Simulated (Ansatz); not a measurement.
# AlNi5: the cost of one run

Program: Ansatz 0.2.0. Level of theory: DFT PBE, scalar-relativistic, plane waves, PAW. These are calculated values, not measurements.

### 1 The system as given

The structure is orthorhombic, space group Cmmm (No. 65). Conventional cell: a = 3.528 Å, b = 10.584 Å, c = 3.528 Å, α = 90.00°, β = 90.00°, γ = 90.00°. Al (site symmetry mmm) has 12 Ni at 2.49 Å in its first shell of neighbours. Around Ni (site symmetry mmm) lie 4 Al at 2.49 Å and 8 Ni at 2.49 Å. Ni (site symmetry m2m) is surrounded by 10 Ni at 2.49 Å and 2 Al at 2.49 Å.

Structure file:

```cif
data_structure
_symmetry_space_group_name_H-M 'Cmmm'
_symmetry_Int_Tables_number 65
_cell_length_a 3.5278
_cell_length_b 10.5835
_cell_length_c 3.5278
_cell_angle_alpha 90.000
_cell_angle_beta 90.000
_cell_angle_gamma 90.000
_cell_volume 131.72
loop_
_atom_site_label
_atom_site_type_symbol
_atom_site_symmetry_multiplicity
_atom_site_Wyckoff_symbol
_atom_site_fract_x
_atom_site_fract_y
_atom_site_fract_z
_atom_site_occupancy
Al1 Al 2 c 0.50000 0.00000 0.50000 1
Ni1 Ni 2 a 0.00000 0.00000 0.00000 1
Ni2 Ni 4 i 0.50000 0.83333 0.00000 1
Ni3 Ni 4 j 0.50000 0.66667 0.50000 1
```

The start is an ordering of an alloy on its end members' structure types: elements ordered on the sites of the Ru type, Ni/Al on Ru (Cmmm, No. 65).

### 2 A first look at the guess

input.yaml reads:

```yaml
crystal:
  lattice:
    - [1.7639247, -5.2917741, 0.0]
    - [1.7639247, 5.2917741, 0.0]
    - [0.0, 0.0, 3.5278494]
  atoms:
    - { symbol: Al, position: [0.5, 0.5, 0.5] }
    - { symbol: Ni, position: [0.0, 0.0, 0.0], spin: 2.0 }
    - { symbol: Ni, position: [0.66666667, 0.33333333, 0.0], spin: 2.0 }
    - { symbol: Ni, position: [0.83333333, 0.16666667, 0.5], spin: 2.0 }
    - { symbol: Ni, position: [0.16666667, 0.83333333, 0.5], spin: 2.0 }
    - { symbol: Ni, position: [0.33333333, 0.66666667, 0.0], spin: 2.0 }
basis:
  ecutwfc: 420
kpoints:
  mp_grid: { grid: [6, 6, 6] }
hamiltonian:
  xc: pbe
scf:
  occupations: { method: gaussian, width: 0.1 }
  lower_state_search: "off"
output:
  forces: true
  stress: true
  eigenvalues: true
  populations: true
magnetization:
  spin_polarized: true
```

The run is started by

```
> ansatz run input.yaml --threads 4 --pin off --max-ram 8192MiB --backend cpu --events-out ev --progress --plain --runs-dir out
```

**Question.** How long does this run take on 4 threads of Intel Xeon at 2.70GHz, shared host, and how much memory does it need?

About 15 s, with a peak of 0.66 GiB.
